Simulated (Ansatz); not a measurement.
Crystal: As.

```
As
1.0
     4.56640    0.00000    0.00000
    -2.28320    3.95462    0.00000
     0.00000    0.00000    2.83374
As
2
Direct
  0.33333 0.66667 0.00000
  0.66667 0.33333 0.00000
```

The cell was built by a generator and needn't be a form met in nature.

Program: Ansatz 0.2.0. Alike in all runs: task projected density of states; potentials or basis Ansatz PAW; no spin polarisation; cell as given; k mesh 4 × 4 × 5; cutoff (eV) 420; smearing fermi-dirac 0.05 eV; the mesh is coarse, so values aren't converged.

Task: Order these runs on this cell by their pressure, lowest first.
A. level RPBE
B. level BLYP
C. level PBEsol

Result: C (-3.2 GPa), A (0.8 GPa), B (3.4 GPa).

Caveats: all runs use coarse meshes; the PAW data sets come from PBE, with cores solved anew for the run's functional, which leaves a small shift of forces and pressure.

Runs at the PBE level aren't shown here.
